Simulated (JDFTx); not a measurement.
Runs of JDFTx 1.7.0 (patched build) on HfC. Symmetry: Fm-3m, No. 225, cubic system. The conventional cell has a = 4.650 Å, b = 4.650 Å, c = 4.650 Å, α = 90.00°, β = 90.00°, γ = 90.00°. Around Hf (site symmetry m-3m) lie 6 C at 2.33 Å. C (site symmetry m-3m) has 6 Hf at 2.33 Å as nearest neighbours. 

| level | potentials or basis | k mesh | cutoff (eV) | density cutoff over wavefunction cutoff | SCF threshold on the energy | mesh quality | V0 of scaled cells (Å³/atom) | B0 (GPa) |
| --- | --- | --- | --- | --- | --- | --- | --- | --- |
| PBE | PseudoDojo-SR-PBE-0.5-standard | 10 × 10 × 10 | 1116 | 4 | 1e-08 Ha | not flagged | (c) | 237 |
| LDA | PseudoDojo-SR-LDA-0.4.1-standard | 10 × 10 × 10 | 1116 | 8 | 1e-09 Ha | not flagged | (b) | 268 |
| r2SCAN | SG15-PBE-1.2 | 6 × 6 × 6 | 1088 | 8 | 1e-09 Ha | coarse | 12.04 | 254 |
| RPBE | PseudoDojo-SR-PBE-0.5-standard | 10 × 10 × 10 | 1116 | 8 | 1e-09 Ha | not flagged | (a) | 228 |
| PBEsol | PseudoDojo-SR-PBEsol-0.4.1-standard | 10 × 10 × 10 | 1116 | 8 | 1e-09 Ha | not flagged | 12.25 | 251 |

Alike in all rows: task equation of state; no spin polarisation; cell as given; smearing fermi-dirac 0.05 eV.

Problem. Fill in the values left out.

Solution. (a) 12.78; (b) 11.87; (c) 12.59.

Caveats: some runs use coarse meshes; the potentials were made for another functional, which shifts forces and pressure (some runs).

Not every run made on this cell is shown here.
